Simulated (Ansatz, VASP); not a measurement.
**C in VASP and in Ansatz**

```
CELL_PARAMETERS angstrom
3.57167 0.00000 0.00000
0.00000 3.57167 0.00000
0.00000 0.00000 3.57167
ATOMIC_POSITIONS crystal
C 0.00000 0.00000 0.00000
C 0.00000 0.50000 0.50000
C 0.50000 0.00000 0.50000
C 0.50000 0.50000 0.00000
C 0.25000 0.25000 0.25000
C 0.25000 0.75000 0.75000
C 0.75000 0.25000 0.75000
C 0.75000 0.75000 0.25000
```

Alike in both runs: functional PBE; k mesh 6 × 6 × 6; no spin polarisation.

Ansatz relaxed the structure, and its values are those at the end. VASP's run is a single point on that final structure, the one shown.

```csv
,VASP,Ansatz
version,VASP 6.6.1,Ansatz 0.2.0
potentials or method,"VASP PAW PBE potentials, release 64 (C)","scalar-relativistic, plane waves, PAW"
plane-wave cutoff (eV),520,520
occupations,"gaussian, width 0.01 eV",fixed
valence electrons in the cell,32,32
```

|  | VASP | Ansatz | Ansatz less VASP |
| --- | --- | --- | --- |
| gap on the k mesh at the Fermi level (eV) | 4.14 | 4.15 | +0.010 |
| least direct gap on the mesh (eV) | 4.75 | 4.76 | +0.011 |
| pressure (GPa) | 0.6 | 0.0 | -0.63 |
